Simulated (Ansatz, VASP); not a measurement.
# Na in VASP and in Ansatz

The input INCAR:

```
PREC = Accurate
ENCUT = 520
EDIFF = 1E-7
ISMEAR = -1
SIGMA = 0.05
LREAL = F
LASPH = T
NELM = 80
ALGO = Normal
ISIF = 2
LWAVE = F
LCHARG = F
GGA = PS
NBANDS = 10
```

File KPOINTS:

```
regular mesh
0
Gamma
  12 12 12
```

POSCAR

```
Na
1.0
   -2.0961096487      2.0961096487      2.0961096487
    2.0961096487     -2.0961096487      2.0961096487
    2.0961096487      2.0961096487     -2.0961096487
Na
1
Direct
    0.0000000000      0.0000000000      0.0000000000
```

Input for Ansatz:

```yaml
crystal:
  lattice:
    - [-2.0961096487, 2.0961096487, 2.0961096487]
    - [2.0961096487, -2.0961096487, 2.0961096487]
    - [2.0961096487, 2.0961096487, -2.0961096487]
  atoms:
    - { symbol: Na, position: [0.0, 0.0, 0.0] }
kpoints:
  mp_grid: { grid: [12, 12, 12] }
scf:
  occupations: { method: fermi_dirac, width: 0.05 }
hamiltonian:
  xc: pbesol
  pseudopotentials: { kind: all_electron, lapw: { basis_error: 0.00025 } }
output:
  forces: true
  stress: true
  eigenvalues: true
```

Change from the starting cell: volume scaled by 0.97.

Alike in both runs: task single point; functional PBEsol; k mesh 12 × 12 × 12; occupations fermi-dirac, width 0.05 eV; no spin polarisation.

|  | VASP | Ansatz |
| --- | --- | --- |
| version | VASP 6.6.1 | Ansatz 0.2.0 |
| potentials or method | VASP PAW PBE potentials, release 64 (Na_pv) | all-electron LAPW, scalar-relativistic |
| plane-wave cutoff (eV) | 520 | see its input |

|  | VASP | Ansatz | Ansatz less VASP |
| --- | --- | --- | --- |
| pressure (GPa) | -0.1 | -0.1 | 0.00 |

Ansatz ran all-electron here, so the differences hold the error of VASP's frozen core and of both bases.

Caveats: the PAW data sets were made with another functional, which shifts forces and pressure a little (VASP).
